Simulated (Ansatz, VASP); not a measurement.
# One calculation of TiC, two programs

INCAR

```
SYSTEM = TiC
  ALGO = Normal
  EDIFF = 1E-7
  EDIFFG = -0.002
  ENCUT = 600
  GGA = PS
  IBRION = 2
  ISIF = 3
  ISMEAR = -1
  LASPH = .TRUE.
  LCHARG = .FALSE.
  LREAL = .FALSE.
  LWAVE = .FALSE.
  NELM = 60
  NSW = 100
  PREC = Accurate
  SIGMA = 0.05
```

The input KPOINTS:

```
k-points
0
G
  12 12 12
  0 0 0
```

Contents of POSCAR:

```
TiC
1.0
    0.0000000000      2.1593000000      2.1593000000
    2.1593000000      0.0000000000      2.1593000000
    2.1593000000      2.1593000000      0.0000000000
Ti C
1 1
Direct
    0.0000000000      0.0000000000      0.0000000000
    0.5000000000      0.5000000000      0.5000000000
```

Input for Ansatz:

```yaml
crystal:
  lattice:
    - [0.0, 2.1593, 2.1593]
    - [2.1593, 0.0, 2.1593]
    - [2.1593, 2.1593, 0.0]
  atoms:
    - { symbol: Ti, position: [0.0, 0.0, 0.0] }
    - { symbol: C, position: [0.5, 0.5, 0.5] }
kpoints:
  mp_grid: { grid: [12, 12, 12] }
scf:
  occupations: { method: fermi_dirac, width: 0.05 }
hamiltonian:
  xc: pbesol
  pseudopotentials: { kind: paw }
relax:
  f_tol: 0.002
  max_steps: 80
  cell: {}
output:
  forces: true
  stress: true
  write_density: true
  write_potential: true
  elf: true
  volumetric_format: npy
```

Alike in both runs: task relaxation of cell and atoms; functional PBEsol; k mesh 12 × 12 × 12; occupations fermi-dirac, width 0.05 eV; no spin polarisation.

```csv
,VASP,Ansatz
version,VASP 6.6.1,Ansatz 0.2.0
potentials or method,"VASP PAW PBE potentials, release 64 (Ti_sv, C)","PAW with Ansatz's default frozen-core files, scalar-relativistic"
plane-wave cutoff (eV),600,420
valence electrons in the cell,16,16
```

```csv
,VASP,Ansatz,Ansatz less VASP
relaxed volume (Å³/atom),9.90,9.89,-0.006
relaxed cell length with the largest relative difference (Å),3.036,3.036,-0.0006
energy change over the relaxation (meV/atom),-2,-3,-0.2
```

Caveats: the PAW data sets were made with another functional, which shifts forces and pressure a little (VASP).
